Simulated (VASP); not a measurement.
# SiMo3 (Pm-3n) in VASP: a series of runs, part 2 of 2

VASP 6.6.1. Earlier steps stand in the parts before.

### 3 Relaxation of cell and atoms, LDA

This run uses another cell than the first one, of 14.61 Å³/atom, 1.015 times its volume.

INCAR

```
SYSTEM = SiMo3
  PREC = Accurate
  ENCUT = 600
  EDIFF = 1E-6
  ISMEAR = 1
  SIGMA = 0.1
  LREAL = .FALSE.
  LASPH = .TRUE.
  NELM = 80
  ALGO = Normal
  ISIF = 3
  LWAVE = .FALSE.
  LCHARG = .FALSE.
  IBRION = 2
  NSW = 90
  EDIFFG = -0.01
  KPAR = 2
```

KPOINTS

```
regular mesh
0
G
  8 8 8
  0 0 0
```

POSCAR

```
SiMo3
1.0
    4.8890000000      0.0000000000      0.0000000000
    0.0000000000      4.8890000000      0.0000000000
    0.0000000000      0.0000000000      4.8890000000
Si Mo
2 6
Direct
    0.0000000000      0.0000000000      0.0000000000
    0.5000000000      0.5000000000      0.5000000000
    0.2500000000      0.0000000000      0.5000000000
    0.5000000000      0.7500000000      0.0000000000
    0.7500000000      0.0000000000      0.5000000000
    0.5000000000      0.2500000000      0.0000000000
    0.0000000000      0.5000000000      0.7500000000
    0.0000000000      0.5000000000      0.2500000000
```

Potentials or basis: VASP PAW LDA potentials, release 64 (Si, Mo_sv).

The run is started by

```bash
> cat potpaw_LDA.64/Si/POTCAR potpaw_LDA.64/Mo_sv/POTCAR > POTCAR
> mpirun -np 2 vasp_std > vasp.out
```

OUTCAR:

```text
SYSTEM = SiMo3
   PREC = Accurate
   ENCUT = 600
   EDIFF = 1E-6
   ISMEAR = 1
   LREAL = .FALSE.
   LASPH = .TRUE.
   NELM = 80
   ISIF = 3
   IBRION = 2
   NSW = 90
   EDIFFG = -0.01

 ion  position               nearest neighbor table
   1  0.000  0.000  0.000-   3 2.73   4 2.73   5 2.73   6 2.73   7 2.73   8 2.73   3 2.73   5 2.73
                             7 2.73   8 2.73   4 2.73   6 2.73
   2  0.500  0.500  0.500-   3 2.73   4 2.73   5 2.73   6 2.73   7 2.73   8 2.73   4 2.73   6 2.73
                             3 2.73   5 2.73   7 2.73   8 2.73
   3  0.250  0.000  0.500-   5 2.44   5 2.44   1 2.73   1 2.73   2 2.73   2 2.73   8 2.99   4 2.99
                             4 2.99   6 2.99   6 2.99   7 2.99   8 2.99   7 2.99
   4  0.500  0.750  0.000-   6 2.44   6 2.44   1 2.73   2 2.73   2 2.73   1 2.73   8 2.99   5 2.99
                             3 2.99   5 2.99   3 2.99   7 2.99   7 2.99   8 2.99
   5  0.750  0.000  0.500-   3 2.44   3 2.44   1 2.73   1 2.73   2 2.73   2 2.73   8 2.99   4 2.99
                             4 2.99   6 2.99   6 2.99   7 2.99   8 2.99   7 2.99
[... 339 lines left out ...]
  ---------------------------------------------------
  free energy    TOTEN  =       -87.63854201 eV

  energy without entropy =      -87.63877119  energy(sigma->0) =      -87.63861841

 E-fermi :  13.1336     XC(G=0): -13.4561

 val. band max:       13.1202485028   @ k =   0.3750   0.3750   0.0000
 cond. band min:      13.1483581298   @ k =   0.2500   0.1250   0.1250
 fundamental gap:      0.0281096270
 Fermi energy:        13.1335910054

 k-point     1 :       0.0000    0.0000    0.0000
  band No.  band energies     occupation
      1     -47.8136      2.00000
      2     -47.6787      2.00000
      3     -47.6787      2.00000
      4     -47.3064      2.00000
      5     -47.3064      2.00000
      6     -47.3064      2.00000
[... 1381 lines left out ...]
     54      15.3399      0.00000
     55      15.3842      0.00000

 [... further k-points ...]
[... 5 lines left out ...]
  --------------------------------------------------------------------------------------
  -------------------------------------------------------------------------------------
  Total       -0.0477190     -0.0477190     -0.0477190     -0.0000000     -0.0000000      0.0000000
  in kB       -0.6739372     -0.6739372     -0.6739372     -0.0000000     -0.0000000      0.0000000
  external PRESSURE =      -0.6739372 kB  Pullay stress =       0.0000000 kB
[... 23 lines left out ...]
  FREE ENERGIE OF THE ION-ELECTRON SYSTEM (eV)
  ---------------------------------------------------
  free  energy   TOTEN  =       -87.6385420118 eV

  energy  without entropy=      -87.6387711932  energy(sigma->0) =      -87.63861841

 reached required accuracy - stopping structural energy minimisation
```

Wall time 2.6 min (2 MPI ranks of Intel Xeon 6975P-C (Granite Rapids), shared host); peak memory 0.32 GiB.

Results:

```yaml
Free_energy: -87.6385 eV
Relaxed_volume: 14.18 Å³/atom
Relaxed_cell: a = 4.841 Å, b = 4.841 Å, c = 4.841 Å, α = 90.00°, β = 90.00°, γ = 90.00°
Space_group_after_relaxing_to_0.05_Å: Pm-3n (No. 223)
Energy_gained_by_relaxing: 10.7 meV/atom
Ionic_steps: 4
Pressure_after_relaxing: -0.1 GPa
Band_gap_on_the_k_mesh: none (metal or under the smearing width)
```

Step by step:
| step | energy change (eV) | largest force (eV/Å) | pressure (GPa) | volume (Å³) |
| --- | --- | --- | --- | --- |
| 1 | 0.0000 | 0.0000 | -7.79 | 116.86 |
| 2 | 0.4996 | 0.0000 | 24.42 | 105.25 |
| 3 | -0.0855 | 0.0000 | -0.24 | 113.53 |
| 4 | -0.0856 | 0.0000 | -0.07 | 113.44 |

Final structure:
```yaml
crystal:
  lattice:
    - [4.84092, 0.00000, 0.00000]
    - [0.00000, 4.84092, 0.00000]
    - [0.00000, 0.00000, 4.84092]
  atoms:
    - { symbol: Si, position: [0.00000, 0.00000, 0.00000] }
    - { symbol: Si, position: [0.50000, 0.50000, 0.50000] }
    - { symbol: Mo, position: [0.25000, 0.00000, 0.50000] }
    - { symbol: Mo, position: [0.50000, 0.75000, 0.00000] }
    - { symbol: Mo, position: [0.75000, 0.00000, 0.50000] }
    - { symbol: Mo, position: [0.50000, 0.25000, 0.00000] }
    - { symbol: Mo, position: [0.00000, 0.50000, 0.75000] }
    - { symbol: Mo, position: [0.00000, 0.50000, 0.25000] }
```

LDA usually gives volumes a few per cent too small. Zero-point motion and thermal expansion aren't in these numbers.

### 4 Relaxation of cell and atoms, LDA

This run uses another cell than the first one, of 14.18 Å³/atom, 0.985 times its volume.

Changes to INCAR since step 3:

```diff
@@ -3,3 +3,3 @@
   ENCUT = 600
-  EDIFF = 1E-6
+  EDIFF = 1E-7
   ISMEAR = 1
@@ -15,3 +15,3 @@
   NSW = 90
-  EDIFFG = -0.01
+  EDIFFG = -0.005
   KPAR = 2
```

KPOINTS is that of step 3.

POSCAR

```
SiMo3                                   
1.0
    4.8409167593      0.0000000000     -0.0000000000
    0.0000000000      4.8409167593     -0.0000000000
   -0.0000000000     -0.0000000000      4.8409167593
  Si              Mo            
     2     6
Direct
     1.0000000000000000    0.0000000000000000    0.0000000000000000
     0.5000000000000000    0.5000000000000000    0.5000000000000000
     0.2500000000000000    1.0000000000000000    0.5000000000000000
     0.5000000000000000    0.7500000000000000    1.0000000000000000
     0.7500000000000000    0.0000000000000000    0.5000000000000000
     0.5000000000000000    0.2500000000000000    0.0000000000000000
     1.0000000000000000    0.5000000000000000    0.7500000000000000
     1.0000000000000000    0.5000000000000000    0.2500000000000000
```

The run is started by

```bash
> cat potpaw_LDA.64/Si/POTCAR potpaw_LDA.64/Mo_sv/POTCAR > POTCAR
> mpirun -np 2 vasp_std > vasp.out
```

Run time: 57 s. Hardware: 2 MPI ranks of Intel Xeon 6975P-C (Granite Rapids), shared host; peak memory 0.31 GiB.

It converged, with:

| Property | Result |
| --- | --- |
| Free energy | -87.6364 eV |
| Pressure after relaxing | 0.0 GPa |
| Band gap on the k mesh | none (metal or under the smearing width) |

Final structure:
```yaml
crystal:
  lattice:
    - [4.84092, 0.00000, 0.00000]
    - [0.00000, 4.84092, 0.00000]
    - [0.00000, 0.00000, 4.84092]
  atoms:
    - { symbol: Si, position: [0.00000, 0.00000, 0.00000] }
    - { symbol: Si, position: [0.50000, 0.50000, 0.50000] }
    - { symbol: Mo, position: [0.25000, 0.00000, 0.50000] }
    - { symbol: Mo, position: [0.50000, 0.75000, 0.00000] }
    - { symbol: Mo, position: [0.75000, 0.00000, 0.50000] }
    - { symbol: Mo, position: [0.50000, 0.25000, 0.00000] }
    - { symbol: Mo, position: [0.00000, 0.50000, 0.75000] }
    - { symbol: Mo, position: [0.00000, 0.50000, 0.25000] }
```

Levels at points of the mesh, in eV from the Fermi level:
```csv
k point,band 43,band 44,band 45,band 46,band 47,band 48,band 49,band 50
"(0.00, 0.00, 0.00)",-1.63,-1.63,1.28,1.28,1.28,2.15,2.46,2.46
"(0.50, 0.00, 0.00)",-1.73,-1.73,0.28,0.28,0.94,0.94,1.55,1.55
"(0.50, 0.50, 0.00)",-1.19,-0.88,-0.88,-0.75,-0.74,-0.56,-0.09,0.27
"(0.50, 0.50, 0.50)",-1.19,-1.19,-1.19,-1.19,-1.19,-1.19,1.30,1.30
```

Caveat: the relaxation stopped at its first step, so nothing moved.
